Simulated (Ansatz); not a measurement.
# Co (simple cubic): energy against volume

Level of theory: DFT, RPBE, plane waves (420 eV) with PAW, scalar-relativistic (Ansatz). (PAW data from PBE, frozen cores regenerated.)

The cell is scaled uniformly from the relaxed one, with fractional coordinates and shape fixed. Energies are extrapolated to zero smearing, pressures are those at the given smearing. Magnetic state: spin not included. It is not the lowest magnetic state of this structure.

A Birch-Murnaghan fit gives V₀ = 12.20 Å³/atom, B₀ = 169 GPa, B₀′ = 4.7.

Q: What are the energy above the minimum and the pressure at 10.788 Å³/atom?

A: 109.0 meV/atom and 28.63 GPa as computed.

Q: What are the energy above the minimum and the pressure at 12.749 Å³/atom?

A: 11.9 meV/atom and -5.83 GPa as computed.

Q: What are the energy above the minimum and the pressure at 13.730 Å³/atom?

A: 80.5 meV/atom and -14.23 GPa as computed.
